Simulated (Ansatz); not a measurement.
input.yaml

```yaml
crystal:
  lattice:
    - [0.0, 1.915243997, 1.915243997]
    - [1.915243997, 0.0, 1.915243997]
    - [1.915243997, 1.915243997, 0.0]
  atoms:
    - { symbol: Zn, position: [0.0, 0.0, 0.0] }
basis:
  ecutwfc: 420
kpoints:
  mp_grid: { grid: [18, 18, 18] }
hamiltonian:
  xc: pbe
scf:
  occupations: { method: gaussian, width: 0.1 }
output:
  forces: true
  stress: true
  eigenvalues: true
  populations: true
```

Launched with
```bash
ansatz run input.yaml --threads 1 --pin off --max-ram 1331MiB --backend cpu --events-out ev --progress --plain --runs-dir out
```

Theory: DFT PBE, scalar-relativistic, plane waves, PAW in Ansatz.

Abridged output:

```
Pseudopotentials: kind: paw
Pseudopotential: Zn, paw, valence charge 12, recommended cutoff 420 eV (normal)
Functional definition: PBE
Crystal: 1 atom, lattice volume = 14.051 Å³
Basis set: ecut = 420 eV, 283 PW (Γ), exchange–correlation on 40×40×40 points (8 copies of the dense FFT grid, shifted against one another)
Bands: 10, of which v1, the nominal top of the filled ones, is band 6 counted from 1 (5 counted from 0)
Symmetry: 48 space group operations
Space group: Fm-3m (ITA 225), of the structure as read, at distance tolerance 2.4e-5 Å
k-points: 195 of 5832
Initial density: superposition of atomic densities (neutral atoms: chi_scale 0, normalization atom), corrected by the library's trained network
Initial wavefunctions: pseudopotential atomic-orbital guess
Functional: x = pbe(κ = 0.804, μ = 0.21951497), c = pbe(β = 0.06672455)
SCF iter   1: F=—  HF=-3318.987079 eV  |F-HF|=—  |Δ(HF+E_count)|=         —  Δρ=1.09e-3  dr2=8.78e-5  ethr=1.77e-3  ⟨swp⟩=4.9  Hψ=12503  notcnv=0
SCF iter   2: F=—  HF=-3318.987152 eV  |F-HF|=—  |Δ(HF+E_count)|=   7.31e-5  Δρ=9.13e-4  dr2=5.22e-5  ethr=7.32e-7  ⟨swp⟩=2.2  Hψ=4803  notcnv=0
SCF iter   3: F=—  HF=-3318.987128 eV  |F-HF|=—  |Δ(HF+E_count)|=   2.40e-5  Δρ=2.96e-4  dr2=2.53e-6  ethr=4.35e-7  ⟨swp⟩=2.0  Hψ=2926  notcnv=0
SCF iter   4: F=—  HF=-3318.987140 eV  |F-HF|=—  |Δ(HF+E_count)|=   1.17e-5  Δρ=1.48e-4  dr2=1.72e-6  ethr=2.11e-8  ⟨swp⟩=2.0  Hψ=3113  notcnv=0
SCF iter   5: F=—  HF=-3318.987139 eV  |F-HF|=—  |Δ(HF+E_count)|=   5.30e-7  Δρ=7.09e-5  dr2=3.83e-7  ethr=1.43e-8  ⟨swp⟩=2.0  Hψ=2894  notcnv=0
SCF iter   6: F=-3318.987139 eV  HF=-3318.987139 eV  |F-HF|=9.70e-9  |Δ(HF+E_count)|=   1.51e-7  Δρ=1.08e-5  dr2=8.77e-9  ethr=8.33e-10  ⟨swp⟩=5.7  Hψ=9491  notcnv=0
SCF 1 converged in 6 iterations: F = -3318.987139 eV  dr2 = 8.77e-9
SCF converged after 6 iterations
Free energy (F): -3318.987139 eV
Harris-Foulkes:  -3318.987139 eV  (|F-HF|=9.70e-9)
Internal energy: -3318.985434 eV  (E = F + TS)
E sigma→0 (E₀):  -3318.986286 eV
Entropy (-TS):   -0.001706 eV (-1.706 meV/atom)
Fermi energy:    12.183632 eV
--- Per-component energies (eV) ---
  E_band       = 61.627960
  E_kinetic    = 131.736307
  E_local      = -1478.638472  (includes V_loc(G=0)·N_el)
  E_nonlocal   = 610.130151
  E_hartree    = 621.243205
  E_xc         = -138.275535
  E_vxc        = -53.373655  (∫ρ·V_xc dr)
  E_paw        = -1824.224530  (= ΣΔE_a)
  E_vpaw       = -390.707728  (= ΣTr[D̂ρ^β])
  E_aug_tail   = -0.000321  (compensation charges beyond the density's cutoff)
  E_ewald      = -1240.956237
  E_smearing   = -0.001706  (= −TS)
--- Forces (eV/Å), atoms counted from 1 ---
  atom   1  Zn     0.00000000     0.00000000     0.00000000
--- Stress (GPa, compression-positive) ---
        6.286038       0.000000       0.000000
        0.000000       6.286038       0.000000
        0.000000       0.000000       6.286038
  P = ⅓ Tr σ = 6.2860 GPa (62.860 kbar)
--- Band table (eV; the first three rows and the last of 195) ---
  k-point 0: bands = ["1.2506", "4.4313", "4.4313", "4.4313", "4.8719", "4.8719", "31.2773", "31.4946", "31.4946", "31.4946"]
  k-point 1: bands = ["1.3490", "4.4218", "4.4437", "4.4437", "4.8681", "4.8681", "29.4763", "31.1369", "31.1369", "31.3138"]
  k-point 2: bands = ["1.6401", "4.3989", "4.4756", "4.4756", "4.8611", "4.8611", "26.6738", "30.4770", "30.4770", "31.2276"]
  k-point 194: bands = ["3.9967", "4.1803", "4.4291", "4.9060", "5.2803", "13.8819", "15.2336", "15.5882", "16.6584", "33.5502"]
--- Löwdin populations: 1 site ---
  site symbol q [e]
     0     Zn     11.4598
  spilling = 0.045016 (of n_electrons = 12.000000)
```

Self-consistency was reached.